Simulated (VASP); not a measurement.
# Mg (P6_3/mmc) in VASP: notebook

The runs below take Mg through relaxation of cell and atoms, single point, with PBE0, PBE, PBE+D3, PBE+D3(BJ).

Program: VASP 6.6.1. These are calculated values, not measurements. Logs are shortened: lines on timing, memory, paths and dates and some standing lists are left out, and cuts for length are marked.

### 1 The crystal as given

Symmetry: P6_3/mmc, No. 194, hexagonal system. Conventional cell: a = 3.209 Å, b = 3.209 Å, c = 5.210 Å, α = 90.00°, β = 90.00°, γ = 120.00°. Mg (site symmetry -6m2) has 12 Mg at 3.20 to 3.21 Å as nearest neighbours.

### 2 Relaxation of cell and atoms, PBE0

Contents of POSCAR:

```
Mg
1.0
    3.2093000000      0.0000000000      0.0000000000
   -1.6046500000      2.7793353284      0.0000000000
    0.0000000000      0.0000000000      5.2103000000
Mg
2
Direct
    0.6666666667      0.3333333333      0.7500000000
    0.3333333333      0.6666666667      0.2500000000
```

Contents of INCAR.step1:

```
SYSTEM = Mg
PREC = Accurate
ENCUT = 600
EDIFF = 1E-5
ISMEAR = -1
SIGMA = 0.05
LREAL = .FALSE.
LASPH = .TRUE.
NELM = 100
ALGO = Normal
LWAVE = .TRUE.
LCHARG = .FALSE.
GGA = PE
```

Contents of INCAR.step2:

```
SYSTEM = Mg
PREC = Accurate
ENCUT = 600
EDIFF = 1E-6
ISMEAR = -1
SIGMA = 0.05
LREAL = .FALSE.
LASPH = .TRUE.
NELM = 100
ALGO = Normal
ISIF = 3
LWAVE = .FALSE.
LCHARG = .FALSE.
GGA = PE
LHFCALC = .TRUE.
AEXX = 0.25
PRECFOCK = Fast
HFRCUT = -1
IBRION = 2
NSW = 40
EDIFFG = -0.01
ISTART = 1
```

Contents of KPOINTS:

```
Automatic mesh
0
G
  5 5 3
  0 0 0
```

Potentials or basis: VASP PAW PBE potentials, release 64 (Mg).

Launch:

```sh
$ cat potpaw_PBE.64/Mg/POTCAR > POTCAR
$ cp INCAR.step1 INCAR
$ mpirun -np 1 vasp_std > vasp.out
$ cp INCAR.step2 INCAR
$ mpirun -np 1 vasp_std > vasp.out
```

OUTCAR:

```text
SYSTEM = Mg
   PREC = Accurate
   ENCUT = 600
   EDIFF = 1E-6
   ISMEAR = -1
   LREAL = .FALSE.
   LASPH = .TRUE.
   NELM = 100
   ISIF = 3
   GGA = PE
   LHFCALC = .TRUE.
   AEXX = 0.25
   PRECFOCK = Fast
   IBRION = 2
   NSW = 40
   EDIFFG = -0.01
   ISTART = 1

 ion  position               nearest neighbor table
   1  0.667  0.333  0.750-   2 3.20   2 3.20   2 3.20   2 3.20   2 3.20   2 3.20
   2  0.333  0.667  0.250-   1 3.20   1 3.20   1 3.20   1 3.20   1 3.20   1 3.20

  LATTYP: Found a hexagonal cell.
 ALAT       =     3.2093000000
 C/A-ratio  =     1.6235004518

  Lattice vectors:

 A1 = (   3.2093000000,   0.0000000000,   0.0000000000)
 A2 = (  -1.6046500000,   2.7793353284,   0.0000000000)
 A3 = (   0.0000000000,   0.0000000000,   5.2103000000)

Analysis of symmetry for initial positions (statically):
=====================================================================
 Subroutine PRICEL returns:
 Original cell was already a primitive cell.

 Routine SETGRP: Setting up the symmetry group for a
 hexagonal supercell.

 Subroutine GETGRP returns: Found 24 space group operations
 (whereof 12 operations were pure point group operations)
 out of a pool of 24 trial point group operations.

The static configuration has the point symmetry D_3d.
 The point group associated with its full space group is D_6h.

Analysis of symmetry for dynamics (positions and initial velocities):
=====================================================================
 Subroutine PRICEL returns:
 Original cell was already a primitive cell.

 Routine SETGRP: Setting up the symmetry group for a
 hexagonal supercell.

 Subroutine GETGRP returns: Found 24 space group operations
 (whereof 12 operations were pure point group operations)
 out of a pool of 24 trial point group operations.

The dynamic configuration has the point symmetry D_3d.
 The point group associated with its full space group is D_6h.

 Subroutine INISYM returns: Found 24 space group operations
 (whereof 12 operations are pure point group operations),
 and found     1 'primitive' translations

----------------------------------------------------------------------------------------

                                     Primitive cell

  volume of cell :      46.4744

[... 69 lines left out ...]
   LSORBIT =      F    spin-orbit coupling
   LASPH  =      T    aspherical Exc in radial PAW
   ENCUT  =  600.0 eV  44.10 Ry    6.64 a.u.   6.41  6.41 10.41*2*pi/ulx,y,z
   NELM   =    100;   NELMIN=  2; NELMDL=  0     # of ELM steps
   EDIFF  = 0.1E-05   stopping-criterion for ELM
   LREAL  =      F    real-space projection
   EDIFFG = -.1E-01   stopping-criterion for IOM
   NSW    =     40    number of steps for IOM
   IBRION =      2    ionic relax: 0-MD 1-quasi-New 2-CG
   NFREE  =      1    steps in history (QN), initial steepest desc. (CG)
   ISIF   =      3    stress and relaxation
   ISYM   =      3    0-nonsym 1-usesym 2-fastsym
   POTIM  = 0.5000    time-step for ionic-motion
   TEBEG  =    0.0;   TEEND  =   0.0 temperature during run
   PSTRESS=    0.0 pullay stress
   NELECT =       4.0000    total number of electrons
   NUPDOWN=      -1.0000    fix difference up-down
   EMIN   =  10.00;   EMAX   =-10.00  energy-range for DOS
   EFERMI =   0.00;   METHOD = LEGACY
   ISMEAR =    -1;   SIGMA  =   0.05  broadening in eV -4-tet -1-fermi 0-gaus
   EFERMI_NEDOS =   21; number of points for ismear=-14 and -15
   IALGO  =     38    algorithm
   IMIX   =      1    mixing-type and parameters
     AMIX     =   0.40;   BMIX     =  1.00
     AMIX_MAG =   1.60;   BMIX_MAG =  1.00
  volume/ion in A,a.u.               =      23.24       156.81
  Fermi-wavevector in a.u.,A,eV,Ry     =   0.722809  1.365911  7.108401  0.522453
  Thomas-Fermi vector in A             =   1.812866
   LORBIT       =      0    0 simple, 1 ext, 2 COOP (PROOUT), +10 PAW based schemes
   GGA     = PE    functional components
   LHFCALC =     T    Hartree Fock is set to
   PRECFOCK=fast      Normal, Fast or Accurate (Low or Medium for compatibility)
   ENCUT4O =  -1.0   cutoff for four orbital integrals eV
   NKREDX  =     1    reduce k-point grid by
   NKREDY  =     1    reduce k-point grid by
   NKREDZ  =     1    reduce k-point grid by
   AEXX    =    0.2500 exact exchange contribution
   HFSCREEN=    0.0000 screening length (either q_TF or 0.3 A-1)
   HFSCREENC=   0.0000 screening length for correlation (either q_TF or 0.3 A-1)
   ENCUTFOCK=  -1.0 apply spherical cutoff to Coloumb kernel
   IVDW    =     0    specifies the selected vdW correction
   LEPSILON=     F    determine dielectric tensor
   LRPA    =     F    only Hartree local field effects (RPA)
 conjugate gradient relaxation of ions
 non-spin polarized calculation
  energy-cutoff  :      600.00
  volume of cell :       46.47
 maximum number of plane-waves:      1563
 NGX is ok and might be reduce to    28
  NGX = 14; NGY = 14; NGZ = 24

--------------------------------------- Ionic step        1  -------------------------------------------

 number of electron       4.0000000 magnetization

 Free energy of the ion-electron system (eV)
  ---------------------------------------------------
  ext. energy  EPLUGINS =         0.00000000
  ---------------------------------------------------
  free energy    TOTEN  =        -3.14793807 eV

  energy without entropy =       -3.14433205  energy(sigma->0) =       -3.14613506

------------------------ aborting loop because EDIFF is reached ----------------------------------------

  FORCE on cell =-STRESS in cart. coord.  units (eV):
  Direction    XX          YY          ZZ          XY          YZ          ZX
  --------------------------------------------------------------------------------------
  -------------------------------------------------------------------------------------
  Total       -0.4090727     -0.4090727     -0.1634034      0.0000000      0.0000000     -0.0000000
  in kB      -14.1025313    -14.1025313     -5.6332321      0.0000000      0.0000000     -0.0000000
  external PRESSURE =     -11.2794315 kB  Pullay stress =       0.0000000 kB
[... 59 lines left out ...]
--------------------------------------- Ionic step        3  -------------------------------------------

 number of electron       4.0000000 magnetization

 Free energy of the ion-electron system (eV)
  ---------------------------------------------------
  ext. energy  EPLUGINS =         0.00000000
  ---------------------------------------------------
  free energy    TOTEN  =        -3.15353623 eV

  energy without entropy =       -3.14993135  energy(sigma->0) =       -3.15173379

 E-fermi :   2.4415     XC(G=0):  -6.7400

 val. band max:        2.3610625380   @ k =   0.4000   0.0000   0.0000
 cond. band min:       3.5078320788   @ k =   0.2000   0.2000   0.0000
 fundamental gap:      1.1467695407
 Fermi energy:         2.4415359176

 k-point     1 :       0.0000    0.0000    0.0000
  band No.  band energies     occupation
      1      -5.7408      2.00000
      2       0.1936      2.00000
      3       0.7423      2.00000
      4      15.0271      0.00000
      5      15.0271      0.00000
      6      15.2369      0.00000
[... 108 lines left out ...]
  FREE ENERGIE OF THE ION-ELECTRON SYSTEM (eV)
  ---------------------------------------------------
  free  energy   TOTEN  =        -3.1535362330 eV

  energy  without entropy=       -3.1499313544  energy(sigma->0) =       -3.15173379

 reached required accuracy - stopping structural energy minimisation
```

It took 93 s on 1 thread of Intel Xeon Platinum 8259CL at 2.50GHz (Skylake/Cascade Lake), shared host; peak memory 0.18 GiB.

What came out:

* Free energy: -3.1535 eV
* Relaxed volume: 22.55 Å³/atom
* Relaxed cell: a = 3.169 Å, b = 3.169 Å, c = 5.184 Å, α = 90.00°, β = 90.00°, γ = 120.00°
* Space group after relaxing (to 0.05 Å): P6_3/mmc (No. 194)
* Energy gained by relaxing: 2.8 meV/atom
* Ionic steps: 3
* Pressure after relaxing: 0.0 GPa
* Band gap on the k mesh: none (metal or under the smearing width)

Step by step:
```tsv
step	energy change (eV)	largest force (eV/Å)	pressure (GPa)	volume (Å³)
1	0.0000	0.0000	-1.13	46.47
2	-0.0053	0.0000	-0.25	45.38
3	-0.0056	0.0000	0.00	45.09
```

Final structure:
```
Mg
1.0
     3.16912    0.00000    0.00000
    -1.58456    2.74454    0.00000
     0.00000    0.00000    5.18425
Mg
2
Direct
  0.66667 0.33333 0.75000
  0.33333 0.66667 0.25000
```

Levels at points of the mesh, in eV from the Fermi level:
| k point | band 1 | band 2 | band 3 | band 4 | band 5 |
| --- | --- | --- | --- | --- | --- |
| (0.00, 0.00, 0.00) | -8.18 | -2.25 | -1.70 | 12.59 | 12.59 |

Caveat: the k mesh is coarse (spacing up to 0.45 Å⁻¹), so the values aren't converged, least of all with exact exchange; the PAW data sets were made with another functional, which shifts forces and pressure a little.

### 3 Single point, PBE

Contents of INCAR:

```
SYSTEM = Mg
PREC = Accurate
ENCUT = 520
EDIFF = 1E-7
ISMEAR = 0
SIGMA = 0.026000000000000002
LREAL = .FALSE.
LASPH = .TRUE.
NELM = 80
ALGO = Normal
ISIF = 2
LWAVE = .FALSE.
LCHARG = .TRUE.
GGA = PE
LELF = .TRUE.
LVHAR = .TRUE.
```

Contents of KPOINTS:

```
Automatic mesh
0
G
  10 10 5
  0 0 0
```

POSCAR is that of step 2.

Potentials or basis: VASP PAW PBE potentials, release 64 (Mg).

Launch:

```sh
$ cat potpaw_PBE.64/Mg/POTCAR > POTCAR
$ mpirun -np 1 vasp_std > vasp.out
```

It took 17 s on 1 thread of AMD EPYC 7R43 (Zen 3), shared host; peak memory 0.12 GiB.

It converged, with:

```
Free energy            : -2.9994 eV
Pressure               : -0.6 GPa
Band gap on the k mesh : none (metal or under the smearing width)
```

Stress tensor (GPa, compression positive):
```
-0.80  0.00  0.00
 0.00 -0.80  0.00
 0.00  0.00 -0.09
```

Levels at points of the mesh, in eV from the Fermi level:
```
           k point  band 1  band 2  band 3  band 4  band 5
(0.00, 0.00, 0.00)   -6.88   -1.66   -1.24   10.87   10.88
(0.50, 0.00, 0.00)   -2.12   -2.12    2.65    3.02    3.25
```

### 4 Relaxation of cell and atoms, PBE+D3

Contents of INCAR:

```
SYSTEM = Mg
ALGO     = Normal         ! electronic algorithm
EDIFF    = 1E-6           ! SCF threshold, eV
EDIFFG   = -0.01          ! ionic threshold
ENCUT    = 600            ! plane-wave cutoff, eV
GGA      = PE             ! functional
IBRION   = 2              ! ionic algorithm
ISIF     = 3              ! what is computed and relaxed
ISMEAR   = -1             ! smearing method
IVDW     = 11             ! dispersion correction
LASPH    = .True.         ! aspherical terms in the spheres
LCHARG   = .False.        ! write CHGCAR
LREAL    = .False.        ! projectors in reciprocal space
LWAVE    = .False.        ! write WAVECAR
NELM     = 100            ! most SCF steps
NSW      = 40             ! ionic steps
PREC     = Accurate       ! precision mode
SIGMA    = 0.05           ! smearing width, eV
```

Contents of KPOINTS:

```
k-points
0
Gamma
  10 10 5
  0 0 0
```

POSCAR is that of step 3.

Launch:

```sh
$ cat potpaw_PBE.64/Mg/POTCAR > POTCAR
$ mpirun -np 1 vasp_std > vasp.out
```

Wall time 52 s (1 thread of AMD EPYC 7R43 (Zen 3), shared host); peak memory 0.16 GiB.

The run converged. Its results:

| Property | Result |
| --- | --- |
| Free energy | -3.4212 eV |
| Relaxed volume | 22.08 Å³/atom |
| Relaxed cell | a = 3.125 Å, b = 3.125 Å, c = 5.224 Å, α = 90.00°, β = 90.00°, γ = 120.00° |
| Space group after relaxing (to 0.05 Å) | P6_3/mmc (No. 194) |
| Energy gained by relaxing | 8.8 meV/atom |
| Ionic steps | 8 |
| Pressure after relaxing | 0.0 GPa |
| Band gap on the k mesh | none (metal or under the smearing width) |
| Dispersion energy per atom | -0.208 eV |

Step by step:
```csv
step,energy change (eV),largest force (eV/Å),pressure (GPa),volume (Å³)
1,0.0000,0.0000,-1.67,46.47
2,-0.0133,0.0000,-0.57,44.86
3,-0.0155,0.0000,0.13,43.98
4,-0.0155,0.0000,0.17,43.93
5,-0.0170,0.0000,0.18,43.95
6,-0.0174,0.0000,0.18,43.96
7,-0.0174,0.0000,0.18,43.96
8,-0.0175,0.0000,0.01,44.17
```

Final structure:
```xyz
2
Lattice="3.1245 0.0000 0.0000 -1.5623 2.7059 0.0000 0.0000 0.0000 5.2238" Properties=species:S:1:pos:R:3 pbc="T T T"
Mg    1.5623    0.9020    3.9178
Mg    0.0000    1.8039    1.3059
```

Levels at points of the mesh, in eV from the Fermi level:
```
           k point  band 1  band 2  band 3  band 4  band 5
(0.00, 0.00, 0.00)   -7.15   -1.95   -1.56   11.43   11.43
(0.50, 0.00, 0.00)   -2.19   -2.11    2.63    2.93    3.14
```

Caveat: pairwise dispersion overbinds metals, which lowers pressure and volume.

### 5 Relaxation of cell and atoms, PBE+D3(BJ)

Contents of INCAR:

```
SYSTEM = Mg
PREC     = Accurate       ! precision mode
ENCUT    = 600            ! plane-wave cutoff, eV
EDIFF    = 1E-6           ! SCF threshold, eV
ISMEAR   = -1             ! smearing method
SIGMA    = 0.05           ! smearing width, eV
LREAL    = .FALSE.        ! projectors in reciprocal space
LASPH    = .TRUE.         ! aspherical terms in the spheres
NELM     = 80             ! most SCF steps
ALGO     = Normal         ! electronic algorithm
ISIF     = 3              ! what is computed and relaxed
LWAVE    = .FALSE.        ! write WAVECAR
LCHARG   = .FALSE.        ! write CHGCAR
GGA      = PE             ! functional
IVDW     = 12             ! dispersion correction
IBRION   = 2              ! ionic algorithm
NSW      = 40             ! ionic steps
EDIFFG   = -0.01          ! ionic threshold
```

Contents of KPOINTS:

```
Automatic mesh
0
G
  10 10 5
  0 0 0
```

POSCAR is that of step 4.

Launch:

```sh
$ cat potpaw_PBE.64/Mg/POTCAR > POTCAR
$ mpirun -np 1 vasp_std > vasp.out
```

Run time: 60 s. Hardware: 1 thread of AMD EPYC 7R43 (Zen 3), shared host; peak memory 0.16 GiB.

The run converged. Its results:

- Free energy: -3.5957 eV
- Relaxed volume: 21.72 Å³/atom
- Relaxed cell: a = 3.109 Å, b = 3.109 Å, c = 5.190 Å, α = 90.00°, β = 90.00°, γ = 120.00°
- Space group after relaxing (to 0.05 Å): P6_3/mmc (No. 194)
- Energy gained by relaxing: 14.5 meV/atom
- Ionic steps: 8
- Pressure after relaxing: 0.0 GPa
- Band gap on the k mesh: none (metal or under the smearing width)
- Dispersion energy per atom: -0.300 eV

The path:
| step | energy change (eV) | largest force (eV/Å) | pressure (GPa) | volume (Å³) |
| --- | --- | --- | --- | --- |
| 1 | 0.0000 | 0.0000 | -2.41 | 46.47 |
| 2 | -0.0248 | 0.0000 | -0.68 | 44.16 |
| 3 | -0.0271 | 0.0000 | 0.06 | 43.32 |
| 4 | -0.0271 | 0.0000 | 0.12 | 43.26 |
| 5 | -0.0283 | 0.0000 | 0.13 | 43.28 |
| 6 | -0.0289 | 0.0000 | 0.12 | 43.30 |
| 7 | -0.0289 | 0.0000 | 0.12 | 43.30 |
| 8 | -0.0290 | 0.0000 | -0.01 | 43.44 |

Final structure:
```xyz
2
Lattice="3.1088 0.0000 0.0000 -1.5544 2.6923 0.0000 0.0000 0.0000 5.1899" Properties=species:S:1:pos:R:3 pbc="T T T"
Mg    1.5544    0.8974    3.8924
Mg    0.0000    1.7949    1.2975
```

Levels at points of the mesh, in eV from the Fermi level:
```csv
k point,band 1,band 2,band 3,band 4,band 5,band 6
"(0.00, 0.00, 0.00)",-7.22,-1.97,-1.55,11.52,11.52,11.81
"(0.50, 0.00, 0.00)",-2.22,-2.13,2.66,2.93,3.20,3.68
```

Caveat: pairwise dispersion overbinds metals, which lowers pressure and volume.

### 6 The runs side by side

| task | level | cell | k mesh | cutoff (eV) | smearing | grid for exact exchange (PRECFOCK) | exchange at q = 0 | mesh quality | gap on the mesh (eV) | pressure (GPa) | relaxed volume (Å³/atom) |
| --- | --- | --- | --- | --- | --- | --- | --- | --- | --- | --- | --- |
| relaxation of cell and atoms | PBE0 | relaxed | 5 × 5 × 3 | 600 | fermi-dirac 0.05 eV | Fast | truncated | coarse | none | 0.0 | 22.55 |
| single point | PBE | as given | 10 × 10 × 5 | 520 | gaussian 0.026 eV | - | - | not flagged | none | -0.6 | - |
| relaxation of cell and atoms | PBE+D3 | relaxed | 10 × 10 × 5 | 600 | fermi-dirac 0.05 eV | - | - | not flagged | none | 0.0 | 22.08 |
| relaxation of cell and atoms | PBE+D3(BJ) | relaxed | 10 × 10 × 5 | 600 | fermi-dirac 0.05 eV | - | - | not flagged | none | 0.0 | 21.72 |

Alike in all rows: potentials or basis VASP PAW PBE potentials, release 64 (Mg); no spin polarisation.

Caveats: some runs use coarse meshes; pairwise dispersion overbinds metals, which lowers pressure and volume (some runs); the PAW data sets were made with another functional, which shifts forces and pressure a little (some runs).

Absolute energies hang on the potentials; compare differences alone.
